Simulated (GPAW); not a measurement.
**NaH (Fm-3m): ε∞ against the local-field cutoff**

The size of the dielectric matrix of NaH (Fm-3m) is raised step by step, on the same bands.

The structure is cubic, space group Fm-3m (No. 225). Conventional cell: a = 4.880 Å, b = 4.880 Å, c = 4.880 Å, α = 90.00°, β = 90.00°, γ = 90.00°. Around Na on site a lie 6 H at 2.44 Å. Around H on site b lie 6 Na at 2.44 Å.

Method: GPAW 26.7.0, PBE, RPA, k-mesh 12×12×12, Lorentzian half width 0.15 eV.

Launch of the response step: `OMP_NUM_THREADS=1 python df.py`. The series took 1.7 min in all, its band step included, on 1 thread of Arm Neoverse N1, on a shared host.

```tsv
cutoff (eV)	time of the step (s)	ε∞
40	8	2.8200
60	8	2.8110
100	9	2.8095
150	13	?
```

The number of plane waves grows as cutoff^(3/2); a common extrapolation takes the result as linear in its inverse.

Working, on the rows shown:

| x = cutoff^(−3/2) (eV^−3/2) | y = ε∞ |
| --- | --- |
| 0.00395285 | 2.82 |
| 0.00215166 | 2.811 |
| 0.001 | 2.8095 |

Means: x̄ = 0.0023682, ȳ = 2.8135. Σ(x − x̄)(y − ȳ) = 1.631e-05, Σ(x − x̄)² = 4.430e-06. Slope = 1.631e-05 / 4.430e-06 = 3.683; intercept = ȳ − slope · x̄ = 2.8048. The line misses the rows shown by at most 0.0017.

Question: Predict the last column of the withheld row from the fit.

Answer: At x = 0.00054433 the line gives y = 2.8068. The run gave 2.8091, so the extrapolation is off by 0.0023, 21 % of the range in the table. The law describes these rows poorly: it misses even the rows shown by over a tenth of the range.

Refitted with all rows, the slope is 3.225 and the intercept 2.8062. The line reaches 2.806 at infinite cutoff, 0.1 % from the last run, while the last two runs differ by 0.01 %. ε∞ moves in steps as shells of reciprocal vectors enter, so the limit is good only to about the larger of these. Excitons are left out; PBE gaps are as a rule too small. The values come from a sum over the points of one k-mesh and carry its error, which grows as the direct gap shrinks.

[Logs are printed without paths, hosts, clocks, repeated set-up lines and the standing remarks that a program may print on its own settings, such as how far it seeks lower states.]
